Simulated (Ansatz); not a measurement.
# 1T-NiSTe monolayer in a perpendicular field, part 2 of 2

Aim: how the 1T-NiSTe monolayer screens a field along its normal, and what the field does to its bands. A positive field points along +c.

Ansatz 0.2.0; plane-wave DFT, PBE-D3(BJ), Ansatz PAW.

So far. Step 2 (Relaxation): The lattice constant a goes from 3.565 to 3.455 Å.

## (3) Atoms held, field 0

A sawtooth potential applies the field, turning back in the middle of the vacuum. With the dipole correction the typed value is the field outside the slab. The induced dipole is small, so the SCF threshold is tight.

The cell differs from the one that the last finished run ended in (c 35.641 → 20.689 Å).

The input, input.yaml:

```yaml
crystal:
  lattice:
    - [3.4546172727, 0.0, 0.0]
    - [-1.7273086364, 2.9917863185, 0.0]
    - [0.0, 0.0, 20.6885437652]
  atoms:
    - { symbol: Te, position: [0.6666666667, 0.3333333333, 0.4350233686] }
    - { symbol: Ni, position: [0.0, 0.0, 0.5119835005] }
    - { symbol: S, position: [0.3333333333, 0.6666666667, 0.5649766314] }
kpoints:
  mp_grid: { grid: [18, 18, 1] }
  band_path:
    path: [[0, 0, 0], [0.5, 0, 0], [0.33333333, 0.33333333, 0], [0, 0, 0]]
    npoints: 16
hamiltonian:
  xc: pbe
  dispersion: d3bj
scf:
  occupations: { method: fermi_dirac, width: 0.02585 }
  convergence: { dr2_threshold: 1.0e-10 }
efield:
  axis: 3
  dipole_correction: true
  ramp_position: 0.97
  ramp_width: 0.06
  amplitude: 0
output:
  dos: { projected: true, e_range: [-6, 5] }
  write_potential: true
  write_density: true
  volumetric_format: npy
  elf: true
```

On the command line:

```console
ansatz run input.yaml --threads 2 --pin off --max-ram 3072MiB --backend cpu --events-out ev --progress --plain --runs-dir out
```

Numbers of over 12 decimals in the logs are rounded to 6 here.

Log:

```text
[...]
Crystal: 3 atoms, lattice volume = 213.826 Å³
Basis set: ecut = 420 eV, 4101 PW (Γ)
Bands: 24, of which v1, the nominal top of the filled ones, is band 20 counted from 1 (19 counted from 0)
Symmetry: 6 space group operations
[...]
k-points: 37 of 324 (time reversal used)
[...]
SCF iter   1: F=—  HF=-13722.993483 eV  |F-HF|=—  |Δ(HF+E_count)|=         —  Δρ=2.54e-3  dr2=7.67e-2  ethr=1.77e-3  p=-0.092 e·Å  D=-7.79e-2 V/Å  ΔV_dip=1.61 eV  dr2_dipole=1.51e-2  V_vac-E_F(+/−)=5.89/4.28 eV  ⟨swp⟩=10.5  Hψ=5485  notcnv=0
efield: sawtooth ramp at fractional position 0.9700 (set: `efield.ramp_position`, or a place that a band, a saddle search or an elastic batch's reference lends), width 0.0600; the density the first Hamiltonian is built on has a dipole p = -0.092 e·Å; the dipole correction subtracts the counter field D = -7.79e-2 V/Å, which shifts the + side's vacuum level by +1.61 eV against the − side's; the planar-averaged density in the ramp window peaks in size at 2.3e-5 e/Å³
[...]
SCF iter   2: F=—  HF=-13722.993691 eV  |F-HF|=—  |Δ(HF+E_count)|=   2.08e-4  Δρ=2.33e-3  dr2=5.31e-2  ethr=1.92e-4  p=-0.075 e·Å  D=-6.31e-2 V/Å  ΔV_dip=1.31 eV  dr2_dipole=1.04e-2  V_vac-E_F(+/−)=5.83/4.52 eV  ⟨swp⟩=3.6  Hψ=1614  notcnv=0
[...]
SCF iter  10: F=-13722.988960 eV  HF=-13722.988960 eV  |F-HF|=5.33e-10  |Δ(HF+E_count)|=   1.50e-9  Δρ=1.19e-7  dr2=2.61e-11  ethr=1.00e-12  p=-0.087 e·Å  D=-7.35e-2 V/Å  ΔV_dip=1.52 eV  dr2_dipole=1.89e-12  V_vac-E_F(+/−)=5.84/4.32 eV  ⟨swp⟩=2.5  Hψ=3022  notcnv=0
SCF 1 converged in 10 iterations: F = -13722.988960 eV  dr2 = 2.61e-11
[...]
NSCF: frozen V_eff on 49 k-points
efield: sawtooth ramp at fractional position 0.9700 (kept from the solve that this one continues, or follows in the run), width 0.0600; the density the first Hamiltonian is built on has a dipole p = -0.087 e·Å; the dipole correction subtracts the counter field D = -7.35e-2 V/Å, which shifts the + side's vacuum level by +1.52 eV against the − side's; the planar-averaged density in the ramp window peaks in size at 9.2e-6 e/Å³
[...]
SCF converged after 10 iterations
Free energy (F): -13722.988960 eV
[...]
Internal energy: -13722.985588 eV  (E = F + TS)
E sigma→0 (E₀):  -13722.987274 eV
Entropy (-TS):   -0.003372 eV (-1.124 meV/atom)
Fermi energy:    -0.700085 eV
Dipole field:    D = -0.073459 V/Å  (p = -0.086805 e·Å, saw-weighted, corrected)
Work function:   Φ+ = 5.8397 eV   Φ− = 4.3199 eV
Levels:          The Fermi level and band energies are counted from a zero that moves with the ramp; work functions are not
[...]
--- Band table (eV; the first three rows and the last of 37) ---
  k-point 0: bands = [... 16 lower, -3.0305, -1.2994, -0.1756, -0.1756, 1.6787, 1.6787, 2.9774, 4.2337]
  k-point 1: bands = [... 16 lower, -3.0001, -1.3041, -0.3455, -0.2289, 1.3751, 1.6184, 3.0349, 4.3034]
  k-point 2: bands = [... 16 lower, -2.9396, -1.3782, -0.7078, -0.3865, 0.7034, 1.4695, 3.1966, 4.4813]
  k-point 36: bands = [... 16 lower, -3.5316, -2.6934, -2.3935, -2.0806, -0.9326, 0.3455, 4.0583, 5.7899]
```

The job ended after 8.7 s (2 threads of AMD EPYC 9R14 (Zen 4), shared host; peak memory 0.61 GiB).

Numbers from this step:

```yaml
energy_at_zero_smearing: -13722.9873 eV
work_function_upper_face: 5.840 eV
work_function_lower_face: 4.320 eV
dipole_along_the_normal: -0.08680 e·Å
step_between_the_vacuum_levels: 1.520 eV
```

Running mean over a fixed 2.7 Å (it still follows the layers) of the planar mean; the ramp of the sawtooth is left out. The electron's electrostatic potential energy less the Fermi level by z:

| z (Å) | electron's electrostatic potential energy less the Fermi level (eV) |
| --- | --- |
| 3.0 | 4.32 |
| 3.5 | 4.32 |
| 4.0 | 4.32 |
| 4.5 | 4.32 |
| 5.0 | 4.31 |
| 5.5 | 4.29 |
| 6.0 | 4.21 |
| 6.5 | 3.91 |
| 7.0 | 2.82 |
| 7.5 | 1.48 |
| 8.0 | 0.441 |
| 8.5 | -1.26 |
| 9.0 | -3.20 |
| 9.5 | -5.21 |
| 10.0 | -6.20 |
| 10.5 | -7.21 |
| 11.0 | -7.13 |
| 11.5 | -5.48 |
| 12.0 | -2.83 |
| 12.5 | 0.0173 |
| 13.0 | 2.51 |
| 13.5 | 4.58 |
| 14.0 | 5.56 |
| 14.5 | 5.78 |
| 15.0 | 5.83 |
| 15.5 | 5.84 |
| 16.0 | 5.84 |
| 16.5 | 5.84 |
| 17.0 | 5.84 |
| 17.5 | 5.84 |

The density of states has structure finer than the step of the table below, so its rows give means over 0.2 eV, whole bins alone (the curve runs from -6 to 1.99 eV). Peaks (eV: height): -4.92: 10.8, -3.82: 12.0, -3.68: 9.66, -2.83: 7.13, -2.20: 14.0, -1.97: 15.0, -1.86: 9.51.

Density of states against energy, zero at the Fermi level; means over each step:

| energy (eV) | density of states (states/eV a cell) |
| --- | --- |
| -5.8 | 1.08 |
| -5.6 | 1.21 |
| -5.4 | 0.772 |
| -5.2 | 1.22 |
| -5.0 | 5.88 |
| -4.8 | 3.00 |
| -4.6 | 1.25 |
| -4.4 | 2.77 |
| -4.2 | 1.37 |
| -4.0 | 1.90 |
| -3.8 | 8.36 |
| -3.6 | 5.00 |
| -3.4 | 1.44 |
| -3.2 | 0.439 |
| -3.0 | 3.24 |
| -2.8 | 4.55 |
| -2.6 | 4.52 |
| -2.4 | 4.44 |
| -2.2 | 5.27 |
| -2.0 | 4.33 |
| -1.8 | 5.58 |
| -1.6 | 2.40 |
| -1.4 | 2.75 |
| -1.2 | 3.89 |
| -1.0 | 2.46 |
| -0.8 | 1.91 |
| -0.6 | 1.83 |
| -0.4 | 1.36 |
| -0.2 | 2.27 |
| 0.0 | 1.82 |
| 0.2 | 1.56 |
| 0.4 | 2.89 |
| 0.6 | 2.28 |
| 0.8 | 1.34 |
| 1.0 | 3.11 |
| 1.2 | 1.55 |
| 1.4 | 1.81 |
| 1.6 | 1.20 |
| 1.8 | 0.719 |

Projected DOS per atom over height of the atomic layer and energy from the Fermi level. Layers: Te Ni S from below.

Ten even steps from '_' (0.12 states/eV) to '@' (4.21 states/eV), each cell a mean:
```
______
..____
::::..
..____
....::
__....
____..
__....
..--..
__--..
__@@__
::##__
..##..
..==..
______
::##==
__--..
......
::..::
::..--
______
..____
```
Columns: height of the atomic layer (Å) from 9 to 11.7 (not evenly spaced); rows upwards: energy from the Fermi level (eV) from -5.96 to 1.96.

The electronic bands at the labelled points (eV, zero at the Fermi level):

| point | band 17 | band 18 | band 19 | band 20 | band 21 | band 22 | band 23 | band 24 |
| --- | --- | --- | --- | --- | --- | --- | --- | --- |
| Γ | -2.33 | -0.60 | 0.52 | 0.52 | 2.38 | 2.38 | 3.68 | 4.93 |
| halfway | -2.26 | -1.41 | -0.67 | -0.43 | 0.34 | 1.77 | 4.65 | 5.32 |
| M | -2.16 | -1.88 | -1.69 | -1.54 | 0.86 | 1.50 | 3.83 | 5.59 |
| halfway | -2.63 | -1.99 | -1.85 | -1.20 | 0.21 | 1.03 | 4.57 | 7.00 |
| K | -2.83 | -1.99 | -1.69 | -1.38 | -0.23 | 1.05 | 4.76 | 6.49 |
| halfway | -2.17 | -1.56 | -1.28 | -0.34 | 0.45 | 0.92 | 4.95 | 6.20 |
| Γ | -2.33 | -0.60 | 0.52 | 0.52 | 2.38 | 2.38 | 3.68 | 4.93 |

ELF in the ca plane at fractional y = 0.000, with atoms of Ni within 0.2 Å of it. It is the smooth field of the valence electrons, not physical close to the nuclei.

Ten even steps from '0' (0.00) to '9' (0.72), each cell a mean:
```
00000000000000112324664221000000000000000000
00000000000012345532332343100000000000000000
00000000000136777763224777531000000000000000
00000000001368987664347999863100000000000000
00000000001379976664347999963100000000000000
00000000001257887774236898742000000000000000
00000000000124566652223564310000000000000000
00000000000001234423443221000000000000000000
00000000000000012224885221000000000000000000
```
Columns run along c (16.0 Å, from fractional 0.15 to 0.93 of the cell), rows up along a (3.5 Å). Atoms in or near the plane, at fractional coordinates: Ni at (0.51, 0.00).

Valence density in the ca plane at fractional y = 0.000, with atoms of Ni within 0.2 Å of it. It is the smooth field of the valence electrons, not physical close to the nuclei.

Ten steps, logarithmic in the rise over the least value, from '0' (0 e/Å³) to '9' (37 e/Å³), each cell a mean:
```
00000000000000000015885200000000000000000000
00000000000000000112442100000000000000000000
00000000000000011111111110000000000000000000
00000000000000111111011111000000000000000000
00000000000000111111011111000000000000000000
00000000000000011111111110000000000000000000
00000000000000001111221100000000000000000000
00000000000000000113664100000000000000000000
00000000000000000016996200000000000000000000
```
Columns run along c (16.0 Å, from fractional 0.15 to 0.93 of the cell), rows up along a (3.5 Å). Atoms in or near the plane, at fractional coordinates: Ni at (0.51, 0.00).

Electrostatic potential energy in the ca plane at fractional y = 0.000, with atoms of Ni within 0.2 Å of it. With pseudopotentials it is smooth inside the atoms' cores, unlike the true potential.

Ten even steps from '0' (-27 eV) to '9' (5 eV), each cell a mean:
```
99999999999999998860000589999999999999999999
99999999999999888873003789999999999999999999
99999999999999876677777889999999999999999999
99999999999998753468888778999999999999999999
99999999999998743368888778999999999999999999
99999999999998765578888778999999999999999999
99999999999999877776446889999999999999999999
99999999999999988861001689999999999999999999
99999999999999998850000489999999999999999999
```
Columns run along c (16.0 Å, from fractional 0.15 to 0.93 of the cell; values clipped at the 3rd and 97th percentile), rows up along a (3.5 Å). Atoms in or near the plane, at fractional coordinates: Ni at (0.51, 0.00).

The work function of the upper face is 5.84 eV.

## (4) Atoms held, field 0.1 V/Å

Edit input.yaml of step 3 so:

```diff
@@ -25,5 +25,4 @@
   ramp_width: 0.06
-  amplitude: 0
+  amplitude: 0.1
 output:
-  dos: { projected: true, e_range: [-6, 5] }
   write_potential: true
@@ -31,2 +30 @@
   volumetric_format: npy
-  elf: true
```

Log:

```text
[...]
Crystal: 3 atoms, lattice volume = 213.826 Å³
Basis set: ecut = 420 eV, 4101 PW (Γ)
Bands: 24, of which v1, the nominal top of the filled ones, is band 20 counted from 1 (19 counted from 0)
Symmetry: 6 space group operations
[...]
k-points: 37 of 324 (time reversal used)
[...]
--- Band table (eV; the first three rows and the last of 37) ---
  k-point 0: bands = [... 16 lower, -3.0546, -1.3086, -0.1900, -0.1900, 1.6601, 1.6601, 2.7506, 3.9037]
  k-point 1: bands = [... 16 lower, -3.0239, -1.3141, -0.3596, -0.2434, 1.3567, 1.5998, 2.8061, 3.9668]
  k-point 2: bands = [... 16 lower, -2.9629, -1.3916, -0.7204, -0.4013, 0.6855, 1.4512, 2.9650, 4.1370]
  k-point 36: bands = [... 16 lower, -3.5439, -2.7094, -2.4118, -2.0969, -0.9483, 0.3274, 4.0270, 5.7398]
[key lines of the parts left out:]
SCF converged after 12 iterations
Free energy (F): -13722.981770 eV
Fermi energy:    -0.714881 eV
Dipole field:    D = -0.048220 V/Å  (p = -0.056981 e·Å, saw-weighted, corrected)
```

Run time: 9.1 s. Hardware: 2 threads; peak memory 0.58 GiB; 18 s of CPU time.

The dipole is -0.0570 e·Å, 0.0298 e·Å from its value without field.

## (5) Atoms held, field -0.1 V/Å

Edit input.yaml of step 4 so:

```diff
@@ -25,3 +25,3 @@
   ramp_width: 0.06
-  amplitude: 0.1
+  amplitude: -0.1
 output:
```

Log:

```text
[...]
Crystal: 3 atoms, lattice volume = 213.826 Å³
Basis set: ecut = 420 eV, 4101 PW (Γ)
Bands: 24, of which v1, the nominal top of the filled ones, is band 20 counted from 1 (19 counted from 0)
Symmetry: 6 space group operations
[...]
k-points: 37 of 324 (time reversal used)
[...]
--- Band table (eV; the first three rows and the last of 37) ---
  k-point 0: bands = [... 16 lower, -3.0075, -1.2915, -0.1624, -0.1624, 1.6962, 1.6962, 3.1744, 4.4259]
  k-point 1: bands = [... 16 lower, -2.9774, -1.2954, -0.3326, -0.2156, 1.3924, 1.6358, 3.2345, 4.4745]
  k-point 2: bands = [... 16 lower, -2.9175, -1.3661, -0.6965, -0.3730, 0.7200, 1.4867, 3.4001, 4.6140]
  k-point 36: bands = [... 16 lower, -3.5205, -2.6786, -2.3764, -2.0656, -0.9180, 0.3625, 4.0881, 5.8371]
[key lines of the parts left out:]
SCF converged after 13 iterations
Free energy (F): -13722.999129 eV
Fermi energy:    -0.686469 eV
Dipole field:    D = -0.098653 V/Å  (p = -0.116576 e·Å, saw-weighted, corrected)
```

Wall time 9.5 s (2 threads); peak memory 0.59 GiB; 19 s of CPU time.

The dipole is -0.117 e·Å, -0.0298 e·Å from its value without field.

## (6) Response, atoms held

This step: plane-wave DFT, PBE-D3(BJ), Ansatz PAW; response to a field along the normal, atoms held (Ansatz 0.2.0).

The dipoles give the slope, and the difference of two potentials shows where the field is screened.

Numbers from this step:

```
equivalent conductor thickness p/(ε₀AE) : 5.217 Å
distance between the outer atoms        : 2.689 Å
```

Table of dipole of the cell by applied field:

| applied field (V/Å) | dipole of the cell (e·Å) |
| --- | --- |
| -0.1000 | -0.117 |
| 0.0000 | -0.0868 |
| 0.1000 | -0.0570 |

Local field over the applied field, running mean. From the potentials at -0.1 and 0.1 V/Å; running mean over 2.5 Å. Local field over applied field against z:

| z (Å) | local field over applied field |
| --- | --- |
| 4.02 | 0.998 |
| 4.31 | 0.997 |
| 4.74 | 0.992 |
| 5.03 | 0.986 |
| 5.46 | 0.970 |
| 5.75 | 0.950 |
| 6.03 | 0.919 |
| 6.47 | 0.842 |
| 6.75 | 0.766 |
| 7.04 | 0.675 |
| 7.47 | 0.525 |
| 7.76 | 0.424 |
| 8.19 | 0.278 |
| 8.48 | 0.191 |
| 8.76 | 0.118 |
| 9.19 | 0.0467 |
| 9.48 | 0.0234 |
| 9.77 | 0.0125 |
| 10.20 | 0.00813 |
| 10.49 | 0.0147 |
| 10.92 | 0.0381 |
| 11.21 | 0.0694 |
| 11.49 | 0.119 |
| 11.92 | 0.230 |
| 12.21 | 0.320 |
| 12.50 | 0.420 |
| 12.93 | 0.572 |
| 13.22 | 0.671 |
| 13.65 | 0.806 |
| 13.94 | 0.876 |
| 14.22 | 0.925 |
| 14.65 | 0.967 |
| 14.94 | 0.981 |
| 15.23 | 0.990 |
| 15.66 | 0.996 |
| 15.95 | 0.998 |
| 16.38 | 0.999 |
| 16.67 | 1.000 |

Electrons, planar mean, per unit field. The induced electron density by z:

| z (Å) | induced electron density (e/Å³ per V/Å) |
| --- | --- |
| 4.5 | 2.3e-5 |
| 5.0 | 6.2e-5 |
| 5.5 | 1.6e-4 |
| 6.0 | 3.9e-4 |
| 6.5 | 9.1e-4 |
| 7.0 | 0.00192 |
| 7.5 | 0.00319 |
| 8.0 | 0.00291 |
| 8.5 | 8.5e-4 |
| 9.0 | 5.0e-4 |
| 9.5 | 3.2e-4 |
| 10.0 | -2.4e-4 |
| 10.5 | -3.1e-4 |
| 11.0 | 1.3e-5 |
| 11.5 | -8.4e-4 |
| 12.0 | -0.00124 |
| 12.5 | -0.00350 |
| 13.0 | -0.00292 |
| 13.5 | -0.00141 |
| 14.0 | -5.7e-4 |
| 14.5 | -2.1e-4 |
| 15.0 | -7.6e-5 |
| 15.5 | -2.5e-5 |
| 16.0 | -8.4e-6 |
| 16.5 | -2.6e-6 |

By hand: between -0.1 and 0.1 V/Å the dipole changes by 0.05960 e·Å, a slope of 0.2980 e·Å²/V. A perfect conductor of thickness t has p = ε₀AEt, so t = 180.95 × 0.2980 / 10.335 = 5.22 Å (e/ε₀ = 180.95 V·Å, A in Å²).

The induced dipole is that of a conductor 5.22 Å thick.

## (7) Summary of results

| Item | Value |
| --- | --- |
| gap without field | none |
| work function, upper face | 5.84 eV |
| step between the vacuum levels | 1.52 eV |
| equivalent conductor thickness, atoms held | 5.22 Å |

The induced dipole equals that of a perfect conductor 5.22 Å thick, while the outer atoms lie 2.69 Å apart. The two faces differ: the vacuum level above lies 1.52 eV higher than the one below. There is no gap over 0.03 eV, with or without the field. The main runs have no spin polarisation; a magnetic state could lie lower and would change these results. Spin-orbit coupling is left out, which matters for the bands of elements this heavy.

[Logs are printed without paths, hosts, clocks, repeated set-up lines and the standing remarks that a program may print on its own settings, such as how far it seeks lower states.]

[Hosts, paths, dates, database ids (printed as entryN), source tags and the programs' standing remarks are cut or masked in the printed files.]

[Maps of the electrostatic potential energy from Ansatz leave out the sawtooth potential of an applied field or a dipole correction, so their vacuum need not be flat; planar profiles and work functions include it.]

[The density of states shown here was stored with 400 of the rows of the run's finer table, so its peaks can read low, often by over a quarter, or be missed, and its means over a window can be off by a tenth or more.]
